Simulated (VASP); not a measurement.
HgSe, 2 atoms in the cell. The structure is cubic, space group F-43m (No. 216). Conventional cell: a = 6.078 Å, b = 6.078 Å, c = 6.078 Å, α = 90.00°, β = 90.00°, γ = 90.00°. Hg (site symmetry -43m) is surrounded by 4 Se at 2.63 Å. Se (site symmetry -43m) has 4 Hg at 2.63 Å as nearest neighbours. 

| Property | Result |
| --- | --- |
| Program | VASP 6.6.1 |
| Task | single point |
| Functional | PBE |
| Potentials or basis | VASP PAW PBE potentials, release 64 (Hg, Se) |
| Cutoff | 520 eV |
| k mesh | 8 × 8 × 8 |
| Occupations | gaussian, width 0.018 eV |
| Spin | no spin polarisation |
| Further INCAR settings | ALGO = Normal; EDIFF = 1e-06; NBANDS = 16 |

Potentials or basis: VASP PAW PBE potentials, release 64 (Hg, Se).

Launch:

```bash
$ cat potpaw_PBE.64/Hg/POTCAR potpaw_PBE.64/Se/POTCAR > POTCAR
$ mpirun -np 1 vasp_std > vasp.out
```

Hardware: 1 thread of Intel(R) Xeon(R) 6975P-C (Granite Rapids), with other jobs on the host.

**Question.** How long does it take, and how much memory?

**Answer.** It took 8.3 s on 1 thread of Intel(R) Xeon(R) 6975P-C (Granite Rapids) (shared host), peak memory 0.18 GiB. Counts: scf iterations 13, k points 29.
